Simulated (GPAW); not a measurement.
Input of a GPAW 26.7.0 run:

File run.py:

```python
import numpy as np
from ase.dft.bandgap import bandgap
from ase.io import read, write
from gpaw import GPAW, PW
from gpaw.response.df import DielectricFunction

atoms = read('KCl.xyz')

calc = GPAW(mode=PW(500),
            xc='PBE',
            kpts={'size': (6, 6, 6), 'gamma': True},
            occupations={'name': 'fermi-dirac', 'width': 0.001},
            nbands=16,
            convergence={'density': 1e-06},
            maxiter=150,
            txt='gpaw.txt')
atoms.calc = calc
energy = atoms.get_potential_energy()
calc.write('gs.gpw')
write('result.traj', atoms)
print(f'Energy: {energy:.6f} eV')
print('Fermi level:', round(calc.get_fermi_level(), 4), 'eV')
print(f'Gap: {bandgap(calc)[0]:.4f} eV, direct: {bandgap(calc, direct=True)[0]:.4f} eV')

for size in [(13, 13, 13), (18, 18, 18)]:
    name = 'x'.join(str(n) for n in size)
    dense = calc.fixed_density(kpts={'size': size, 'gamma': True},
                               nbands=30, convergence={'bands': 24},
                               update_fermi_level=True, txt=f'dense-{name}.txt')
    dense.write(f'{name}.gpw', mode='all')
    df = DielectricFunction(f'{name}.gpw', frequencies=np.array([0.0]), hilbert=False, eta=0.001,
                            ecut=80, nbands=24, intraband=False, txt=f'df-{name}.txt')
    for xc in ['RPA', 'ALDA', 'LR0.3']:
        for direction in ['x', 'y', 'z', [0, 1, 1], [1, 0, 1], [1, 1, 0]]:
            e0, e = df.get_macroscopic_dielectric_constant(xc=xc, direction=direction)
            print(f'{name} {xc} {direction}: {e0:.4f} without, {e:.4f} with local fields')
```

KCl.xyz

```xyz
2
Lattice="0.0000000000 3.1464700000 3.1464700000 3.1464700000 0.0000000000 3.1464700000 3.1464700000 3.1464700000 0.0000000000" Properties=species:S:1:pos:R:3 pbc="T T T"
K      0.0000000000      0.0000000000      0.0000000000
Cl     3.1464700000      3.1464700000      3.1464700000
```

Potentials or basis: GPAW PAW data sets (gpaw-data 1.2.1), pw.

Launch:

```bash
$ OMP_NUM_THREADS=1 python run.py
```

(1) Estimate the electronic dielectric tensor (diagonal).

(2) Predict the band gap on the k mesh.

## Answers

(1) 2.15.

(2) 5.19 eV, direct.

Caveat: the long-wavelength limit can be off by a per cent or two.

**What was measured.**

From a printed reference work, monograph, for a bulk crystal of KCl: band gap 8.68 eV.

A printed reference work, textbook reports, for a bulk crystal of KCl at 80 K: high-frequency dielectric constant 2.19.

A measured gap of KCl is 8.68 eV (a printed reference work, monograph); the calculated 5.19 eV misses it by -3.49 eV. The value is that of PBE on a finite k mesh, which can miss the band edges, without temperature or zero-point motion. Semilocal functionals fall short of measured gaps as a rule. A measured high-frequency dielectric constant of KCl is 2.19 (80 K; a printed reference work, textbook); the calculated 2.15 misses it by -1.7 %.
